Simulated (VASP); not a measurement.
# BP: B into a neighbouring B vacancy, part 2 of 4

Wanted: the minimum-energy path in BP for this move: B into a neighbouring B vacancy. The start is a cell from a database of measured crystal structures.

VASP 6.6.1, plane waves and PAW; the level of theory is named at each step.

So far. Step 2 (Relax the host): The run ended after 3 ionic steps, 0.000 eV below its first step, once forces and stress met EDIFFG = -0.02.

## 3. Relax the start

This step: PBE, spin-polarised, with small moments to start from; plane waves and PAW (P, B) (VASP 6.6.1).

System of this step: B7P8. The cell holds 15 atoms: 8 P and 7 B. Cell: a = 6.431 Å, b = 6.431 Å, c = 6.431 Å, α = 60.0°, β = 60.0°, γ = 60.0°. It derives from BP. Nearest the centre at fractional (0.000, 0.000, 0.250): P7 at 1.14 Å, B9 at 1.54 Å, P5 at 2.52 Å, P6 at 2.54 Å, P4 at 2.54 Å, P3 at 2.56 Å, B11 at 2.76 Å, B10 at 2.78 Å.

A path needs two true minima; the start is relaxed with symmetry off.

File INCAR:

```
SYSTEM = B7P8
PREC = Normal
ENCUT = 320
EDIFF = 1E-05
NELM = 120
ISMEAR = 0
SIGMA = 0.05
LREAL = Auto
ALGO = Fast
GGA = PE
NBANDS = 53
ISPIN = 2
MAGMOM = 0 0 0 0 0.6 0 0.6 0 0.6 0 0 0 0 0 0
LORBIT = 11
LWAVE = .FALSE.
LCHARG = .FALSE.
NCORE = 3
IBRION = 2
NSW = 60
ISIF = 2
EDIFFG = -0.05
POTIM = 0.4
MAXMIX = 40
ISYM = 0
```

File POSCAR:

```
B7P8
1.0
    0.0000000000      4.5470632966      4.5470632966
    4.5470632966      0.0000000000      4.5470632966
    4.5470632966      4.5470632966      0.0000000000
P B
8 7
Direct
    0.3767736085      0.3746798002      0.3768402323
    0.3808386864      0.3711246668      0.8731434700
    0.3782606622      0.8733428888      0.3742953528
    0.3756179873      0.8767866988      0.8745070263
    0.8752010635      0.3726783621      0.3740823864
    0.8731271850      0.3755864606      0.8770475305
    0.8761718737      0.8738639392      0.3726968808
    0.8806660549      0.8737619649      0.8750258114
    0.0014237258     -0.0021924510      0.4902675566
    0.0018762777      0.4990796005     -0.0009365811
   -0.0079336140      0.5062727398      0.5030424538
    0.4983879590      0.0045284876      0.0044565274
    0.4978742234      0.0028623607      0.4948768114
    0.4955584678      0.5014363985     -0.0009569062
    0.4978646044      0.5017031608      0.4979799592
```

File KPOINTS:

```
Automatic mesh
0
Gamma
2 2 2
0 0 0
```

The projector-augmented-wave data sets are P and B (PBE family, release 64).

On the command line:

```console
mpirun -np 3 vasp_std
```

Log:

```text
[banner, memory and clock lines left out]
running    3 mpi-ranks, on    1 nodes
 distrk:  each k-point on    3 cores,    1 groups
 distr:  one band on    3 cores,    1 groups

 POSCAR found type information on POSCAR P B
 POSCAR found :  2 types and      15 ions
 LDA part: xc-table for (Slater+PW92), standard interpolation
 POSCAR, INCAR and KPOINTS ok, starting setup
 FFT: planning ... GRIDC
 FFT: planning ... GRID_SOFT
 FFT: planning ... GRID
 WAVECAR not read
 entering main loop
       N       E                     dE             d eps       ncg     rms          rms(c)
DAV:   1     0.109597641958E+03    0.10960E+03   -0.19003E+04  1696   0.683E+02
DAV:   2    -0.872839418566E+02   -0.19688E+03   -0.18475E+03  2102   0.153E+02
DAV:   3    -0.974182858634E+02   -0.10134E+02   -0.10007E+02  2222   0.323E+01
DAV:   4    -0.975435026969E+02   -0.12522E+00   -0.12484E+00  2198   0.410E+00
DAV:   5    -0.975461304674E+02   -0.26278E-02   -0.26259E-02  2238   0.500E-01    0.194E+01
RMM:   6    -0.931088087955E+02    0.44373E+01   -0.63922E+00  1696   0.661E+00    0.104E+01
RMM:   7    -0.926758101580E+02    0.43300E+00   -0.32980E+00  1696   0.478E+00    0.350E+00
RMM:   8    -0.926055233221E+02    0.70287E-01   -0.29814E-01  1696   0.202E+00    0.190E+00
RMM:   9    -0.926090159634E+02   -0.34926E-02   -0.54487E-02  1696   0.817E-01    0.381E-01
RMM:  10    -0.926079717196E+02    0.10442E-02   -0.11846E-02  1697   0.340E-01    0.155E-01
RMM:  11    -0.926086650063E+02   -0.69329E-03   -0.34178E-03  1705   0.180E-01    0.118E-01
RMM:  12    -0.926088381676E+02   -0.17316E-03   -0.48882E-04  1702   0.815E-02    0.549E-02
RMM:  13    -0.926088811015E+02   -0.42934E-04   -0.13730E-04  1696   0.426E-02    0.236E-02
RMM:  14    -0.926088907499E+02   -0.96484E-05   -0.38864E-05  1453   0.216E-02
   1 F= -.92608891E+02 E0= -.92605846E+02  d E =-.926089E+02  mag=     0.2480
 curvature:   0.00 expect dE= 0.000E+00 dE for cont linesearch  0.000E+00
 trial: gam= 0.00000 g(F)=  0.296E+00 g(S)=  0.000E+00 ort = 0.000E+00 (trialstep = 0.100E+01)
 search vector abs. value=  0.296E+00
 bond charge predicted
       N       E                     dE             d eps       ncg     rms          rms(c)
DAV:   1    -0.927343882121E+02   -0.12551E+00   -0.78560E+00  1798   0.100E+01    0.169E+00
RMM:   2    -0.927536416160E+02   -0.19253E-01   -0.31910E-01  1696   0.206E+00    0.537E-01
RMM:   3    -0.927548601827E+02   -0.12186E-02   -0.41192E-02  1696   0.810E-01    0.265E-01
RMM:   4    -0.927547923135E+02    0.67869E-04   -0.67923E-03  1699   0.318E-01    0.178E-01
RMM:   5    -0.927547977643E+02   -0.54508E-05   -0.11871E-03  1702   0.131E-01    0.101E-01
RMM:   6    -0.927548361129E+02   -0.38349E-04   -0.37532E-04  1697   0.674E-02    0.425E-02
RMM:   7    -0.927548348877E+02    0.12252E-05   -0.60886E-05  1660   0.281E-02
   2 F= -.92754835E+02 E0= -.92751337E+02  d E =-.145944E+00  mag=     0.2479
[... from here on, the cycles between the ionic steps are left out ...]
   3 F= -.92754868E+02 E0= -.92751364E+02  d E =-.145977E+00  mag=     0.2478
   4 F= -.92775532E+02 E0= -.92772529E+02  d E =-.206643E-01  mag=     0.2477
   5 F= -.92777049E+02 E0= -.92774249E+02  d E =-.221808E-01  mag=     0.2474
   6 F= -.92780692E+02 E0= -.92778063E+02  d E =-.364324E-02  mag=     0.2471
   7 F= -.92780967E+02 E0= -.92778394E+02  d E =-.391855E-02  mag=     0.2471
   8 F= -.92782145E+02 E0= -.92779722E+02  d E =-.117743E-02  mag=     0.2467
   9 F= -.92782830E+02 E0= -.92780616E+02  d E =-.186303E-02  mag=     0.2463
 curvature:  -1.77 expect dE=-0.182E-02 dE for cont linesearch -0.293E-05
 trial: gam= 0.86761 g(F)=  0.103E-02 g(S)=  0.000E+00 ort =-0.513E-04 (trialstep = 0.109E+01)
 search vector abs. value=  0.214E-02
 bond charge predicted
       N       E                     dE             d eps       ncg     rms          rms(c)
DAV:   1    -0.927835677539E+02   -0.74380E-03   -0.47591E-02  1836   0.797E-01    0.889E-02
RMM:   2    -0.927836579494E+02   -0.90196E-04   -0.13988E-03  1696   0.138E-01    0.378E-02
RMM:   3    -0.927836784992E+02   -0.20550E-04   -0.22083E-04  1696   0.564E-02    0.306E-02
RMM:   4    -0.927836805633E+02   -0.20641E-05   -0.33438E-05  1446   0.215E-02
  10 F= -.92783681E+02 E0= -.92781780E+02  d E =-.850157E-03  mag=     0.2453
 trial-energy change:   -0.000850  1 .order   -0.000810   -0.001079   -0.000541
 step:   1.7339(harm=  2.1907)  dis= 0.00493  next Energy=   -92.783848 (dE=-0.102E-02)
 reached required accuracy - stopping structural energy minimisation
```

The job ended after 40 s (3 MPI ranks of Intel Xeon 6975P-C (Granite Rapids), shared host; peak memory 0.39 GiB).

Parts of OUTCAR (step 3):

```text
 Found      8 irreducible k-points:

   k-points           NKPTS =      8   k-points in BZ     NKDIM =      8   number of bands    NBANDS=     53

   dimension x,y,z NGX =    28 NGY =   28 NGZ =   28
   dimension x,y,z NGXF=    56 NGYF=   56 NGZF=   56

   ENCUT  =  320.0 eV  23.52 Ry    4.85 a.u.   9.38  9.38  9.38*2*pi/ulx,y,z

   NELECT =      61.0000    total number of electrons

 E-fermi :   7.4518

 spin component 1
 k-point     1 :       0.0000    0.0000    0.0000
  band No.  band energies     occupation
    ...
     25       5.1643      1.00000
     26       5.2020      1.00000
     27       6.0920      1.00000
     28       6.1062      1.00000
     29       6.1089      1.00000
     30       8.3548      0.00000
     31       8.3812      0.00000
     32       8.3867      0.00000
     33       8.4884      0.00000
     34       8.5147      0.00000
    ...

 k-point     2 :       0.5000    0.0000    0.0000
  band No.  band energies     occupation
    ...
     26       4.5693      1.00000
     27       4.5808      1.00000
     28       5.1747      1.00000
     29       5.7519      1.00000
     30       5.7772      1.00000
     31       7.8874      0.00000
     32       7.9171      0.00000
     33       9.4527      0.00000
     34       9.4620      0.00000
     35       9.4853      0.00000
    ...

 k-point     3 :       0.0000    0.5000    0.0000
  band No.  band energies     occupation
    ...
     26       4.5735      1.00000
     27       4.5859      1.00000
     28       5.1798      1.00000
     29       5.7482      1.00000
     30       5.7725      1.00000
     31       7.8911      0.00000
     32       7.9147      0.00000
     33       9.4532      0.00000
     34       9.4585      0.00000
     35       9.4826      0.00000
    ...

 k-point     4 :       0.0000    0.0000    0.5000
  band No.  band energies     occupation
    ...
     26       4.5747      1.00000
     27       4.5865      1.00000
     28       5.1802      1.00000
     29       5.7471      1.00000
     30       5.7707      1.00000
     31       7.8904      0.00000
     32       7.9155      0.00000
     33       9.4459      0.00000
     34       9.4584      0.00000
     35       9.4872      0.00000
    ...

  Total       -0.5435995     -1.7326644     -0.5475939      0.0138192     -0.0569628      0.0129146
  in kB       -4.6319796    -14.7639322     -4.6660153      0.1177527     -0.4853769      0.1100447
  external PRESSURE =      -8.0206424 kB  Pullay stress =       0.0000000 kB

  energy-cutoff  :      320.00
  volume of cell :      188.03
      direct lattice vectors                 reciprocal lattice vectors
     0.000000000  4.547063297  4.547063297    -0.109961082  0.109961082  0.109961082
     4.547063297  0.000000000  4.547063297     0.109961082 -0.109961082  0.109961082
     4.547063297  4.547063297  0.000000000     0.109961082  0.109961082 -0.109961082

 POSITION                                       TOTAL-FORCE (eV/Angst)
 -----------------------------------------------------------------------------------
      3.41572      3.40049      3.41042        -0.014200      0.008557      0.034894
      5.67869      5.68620      3.41721        -0.022705      0.003415     -0.004562
      5.67386      3.40283      5.68561         0.009305     -0.012712     -0.011240
      7.92725      5.68869      5.71323         0.005089     -0.017832      0.004532
      3.41038      5.68411      5.68186         0.000643     -0.011842     -0.012876
      5.71218      7.94388      5.71254         0.000124      0.042561     -0.013694
      5.71112      5.68765      7.93122        -0.004857     -0.032777      0.019423
      7.92286      7.94822      7.93652         0.016884      0.003422     -0.012223
      6.81343      2.26981      4.55039         0.027729      0.008491     -0.008065
      2.26953      0.01330      2.27541         0.007190      0.003842      0.010741
      4.55003      6.81275      6.81999        -0.009914      0.033243     -0.005119
      4.54048      6.81862      2.27977        -0.018869     -0.004494     -0.002074
      2.27100      4.52775      2.27538         0.019741     -0.020820     -0.013478
      6.82193      6.81896      4.54841        -0.008095     -0.020067      0.010381
      4.54473      4.54260      4.54790        -0.008065      0.017012      0.003358
 -----------------------------------------------------------------------------------
    total drift:                               -0.001343     -0.013386      0.003465

  FREE ENERGIE OF THE ION-ELECTRON SYSTEM (eV)
  ---------------------------------------------------
  free  energy   TOTEN  =       -92.7836805633 eV

  energy  without entropy=      -92.7798803119  energy(sigma->0) =      -92.78178044

 total charge
# of ion       s       p       d       tot
------------------------------------------
    1        0.989   1.585   0.000   2.574
    2        0.989   1.585   0.000   2.574
    3        0.989   1.586   0.000   2.575
    4        1.030   1.482   0.000   2.512
    5        0.989   1.585   0.000   2.574
    6        1.029   1.484   0.000   2.513
    7        1.029   1.485   0.000   2.514
    8        1.030   1.482   0.000   2.512
    9        0.664   1.273   0.000   1.937
   10        0.666   1.284   0.000   1.950
   11        0.664   1.274   0.000   1.938
   12        0.664   1.272   0.000   1.936
   13        0.666   1.284   0.000   1.950
   14        0.664   1.273   0.000   1.937
   15        0.657   1.295   0.000   1.952
--------------------------------------------------
tot         12.718  21.230   0.000  33.948

 magnetization (x)
# of ion       s       p       d       tot
------------------------------------------
    1        0.000   0.001   0.000   0.001
    2        0.000   0.001   0.000   0.001
    3        0.000   0.001   0.000   0.001
    4        0.002   0.028   0.000   0.030
    5        0.000   0.001   0.000   0.001
    6        0.002   0.027   0.000   0.029
    7        0.002   0.027   0.000   0.028
    8        0.002   0.028   0.000   0.030
    9        0.000   0.003   0.000   0.003
   10       -0.000  -0.000   0.000  -0.001
   11        0.000   0.002   0.000   0.002
   12        0.000   0.003   0.000   0.003
   13       -0.000  -0.000   0.000  -0.001
   14        0.000   0.003   0.000   0.003
   15       -0.000   0.000   0.000   0.000
--------------------------------------------------
tot          0.008   0.124   0.000   0.132

[... 1 part as in an earlier step ...]

[... 11 further parts left out ...]
```

Step by step:

| step | energy less that of the first step (eV) | largest force (eV/Å) |
| --- | --- | --- |
| 1 | 0.0000 | 1.0475 |
| 2 | -0.1459 | 0.3714 |
| 3 | -0.1460 | 0.3795 |
| 4 | -0.1666 | 0.1876 |
| 5 | -0.1682 | 0.1566 |
| 6 | -0.1718 | 0.0578 |
| 7 | -0.1721 | 0.0807 |
| 8 | -0.1733 | 0.0625 |
| 9 | -0.1739 | 0.0704 |
| 10 | -0.1748 | 0.0447 |

The atoms that moved most (Å):

| atom | dx | dy | dz | length |
| --- | --- | --- | --- | --- |
| P8 | -0.029 | -0.035 | -0.041 | 0.061 |
| B9 | 0.047 | 0.034 | 0.007 | 0.058 |
| P7 | 0.043 | 0.009 | -0.026 | 0.051 |
| B12 | -0.047 | -0.015 | -0.007 | 0.050 |
| B11 | -0.039 | 0.014 | 0.007 | 0.043 |
| P6 | 0.016 | -0.014 | 0.035 | 0.041 |
| P4 | -0.036 | 0.004 | 0.018 | 0.041 |
| B14 | -0.001 | 0.023 | 0.015 | 0.027 |

The relaxed structure:

```xyz
15
Lattice="0.0000 4.5471 4.5471 4.5471 0.0000 4.5471 4.5471 4.5471 0.0000" Properties=species:S:1:pos:R:3 pbc="T T T"
P     3.4157    3.4005    3.4104
P     5.6787    5.6862    3.4172
P     5.6739    3.4028    5.6856
P     7.9272    5.6887    5.7132
P     3.4104    5.6841    5.6819
P     5.7122    7.9439    5.7125
P     5.7111    5.6876    7.9312
P     7.9229    7.9482    7.9365
B     2.2664    2.2698    0.0033
B     2.2695    0.0133    2.2754
B     4.5500    2.2657    2.2729
B    -0.0066    2.2716    2.2798
B     2.2710    4.5277    2.2754
B     2.2749    2.2719    4.5484
B     4.5447    4.5426    4.5479
```

This step gave:

```yaml
electronic_cycles: 54
electrons: 61
free_energy_toten: -92.7837 eV
energy_at_zero_smearing: -92.7818 eV
fermi_energy: 7.452 eV
moment_of_the_cell_from_the_last_line_of_the_log: 0.2453 μB
labelled_metallic_from_the_levels_on_this_mesh: yes
```

Spin moment in the PAW sphere by atom:

| atom | spin moment in the PAW sphere (μB) |
| --- | --- |
| P1 | 0.0010 |
| P2 | 0.0010 |
| P3 | 0.0010 |
| P4 | 0.0300 |
| P5 | 0.0010 |
| P6 | 0.0290 |
| P7 | 0.0280 |
| P8 | 0.0300 |
| B9 | 0.0030 |
| B10 | -0.0010 |
| B11 | 0.0020 |
| B12 | 0.0030 |
| B13 | -0.0010 |
| B14 | 0.0030 |
| B15 | 0.0000 |

The run ended after 10 ionic steps, 0.175 eV below its first step, once the forces on the free atoms met EDIFFG = -0.05.

(Part 2 of 4 ends here.)

[Lines on the potential files, build, host, timing and source positions are cut from VASP's logs without a mark.]

[Logs are printed without paths, hosts, clocks, repeated set-up lines and the standing remarks that a program may print on its own settings, such as how far it seeks lower states.]

[Hosts, paths, dates, database ids (printed as entryN), source tags and the programs' standing remarks are cut or masked in the printed files.]

[Runs that stopped without an error message from VASP are left out.]
